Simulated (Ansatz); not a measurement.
Structure: a 2-atom cell of CdO started from a crystallographic database, at its r2SCAN minimum. Space group Fm-3m (No. 225), cubic; a = 4.706 Å in the conventional setting, 13.03 Å³ an atom. Cd is surrounded by 6 O at 2.35 Å; O is surrounded by 6 Cd at 2.35 Å.

```yaml
crystal:
  lattice:
    - [0.00000, 2.35300, 2.35300]
    - [2.35300, 0.00000, 2.35300]
    - [2.35300, 2.35300, 0.00000]
  atoms:
    - { symbol: Cd, position: [0.00000, 0.00000, 0.00000] }
    - { symbol: O, position: [0.50000, 0.50000, 0.50000] }
```

The questions ask for values computed with Ansatz 0.2.0 on this geometry. Calculated for a static, non-magnetic cell.

Given (10×10×10 mesh): PBE gives no gap: the lowest nominally empty band dips 0.42 eV below the top of the last filled one (its bottom at Γ, the top at L), so the cell is a metal or semimetal at this level.

Question: Estimate the gap with LDA on 10×10×10.

Answer: With LDA the bands overlap by 0.53 eV (counted from 1, band 13 peaks at L and band 14 bottoms out at Γ): no gap.

Question: What does PBE+SOC give for the gap (10×10×10 mesh)?

Answer: PBE+SOC gives no gap: the lowest nominally empty band dips 0.44 eV below the top of the last filled one (its bottom at Γ, the top at L), so the cell is a metal or semimetal at this level.

Question: Estimate the gap with r2SCAN on 10×10×10.

Answer: r2SCAN gives an indirect gap of 0.10 eV, from L to Γ; the least direct gap is 1.45 eV at Γ.

Question: What does HSE06+SOC give for the gap (6×6×6 mesh)?

Answer: The HSE06+SOC gap is indirect, 0.88 eV (L to Γ), below the direct gap of 2.24 eV at Γ. Spin-orbit coupling itself accounts for -0.02 eV.

Only the levels marked +SOC include spin-orbit coupling.

The meshes of the hybrids are coarse, so their gaps aren't converged to the digits shown.
